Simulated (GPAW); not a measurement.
**CaSe (Fm-3m): refractive index against wavelength**

The refractive index of CaSe (Fm-3m) below the direct gap (2.98 eV on the mesh) is read from one computed spectrum, n = √(Re ε).

Cell: a, b, c = 4.180, 4.180, 4.180 Å (primitive vectors), 2 atoms.

Method: GPAW 26.7.0, PBE, RPA, k-mesh 10×10×10, local fields up to 60 eV, Lorentzian half width 0.15 eV.

Launch of the response step: `OMP_NUM_THREADS=1 python df.py`. The run took 97 s, its band step included, on 1 thread of Arm Neoverse V2 (shared host).

| wavelength (nm) | photon energy E (eV) | n |
| --- | --- | --- |
| 2000 | 0.620 | 2.2841 |
| 1550 | 0.800 | 2.2928 |
| 1310 | 0.946 | 2.3016 |
| 1064 | 1.165 | 2.3181 |
| 850 | 1.459 | 2.3475 |
| 700 | 1.771 | 2.3900 |
| 633 | 1.959 | ? |

In the single-oscillator model n² − 1 = E₀E_d/(E₀² − E²), so 1/(n² − 1) = E₀/E_d − E²/(E₀E_d) is linear in E².

Working, on the rows shown:

| x = E² (eV²) | y = 1/(n² − 1) |
| --- | --- |
| 0.384302 | 0.237129 |
| 0.639837 | 0.234911 |
| 0.895757 | 0.232701 |
| 1.35784 | 0.228645 |
| 2.12762 | 0.221692 |
| 3.13716 | 0.21222 |

Means: x̄ = 1.4238, ȳ = 0.22788. Σ(x − x̄)(y − ȳ) = -0.04891, Σ(x − x̄)² = 5.409. Slope = -0.04891 / 5.409 = -0.009042; intercept = ȳ − slope · x̄ = 0.24076. Turned back into n, the line misses the rows shown by at most 0.0008.

Task: Fill in the last column of the withheld row.

Result: At x = 3.8364 the line gives y = 0.20607, that is 2.4192. The run gave 2.4227, so the extrapolation is off by 0.0035, 2 % of the range in the table.

Refitted with all rows, the slope is -0.009182 and the intercept 0.2409. These give E₀ = √(intercept/−slope) = 5.12 eV and E_d = E₀/intercept = 21.3 eV; E₀ is 1.7 times the direct gap. The electronic limit at long wavelengths, without lattice vibrations, is n = √(1 + 1/intercept) = 2.270. The cell comes from an older database entry, whose edges can be off by a per cent or so. Excitons are left out; PBE gaps are as a rule too small. The values come from a sum over the points of one k-mesh and carry its error, which grows as the direct gap shrinks. Spin-orbit coupling is left out.
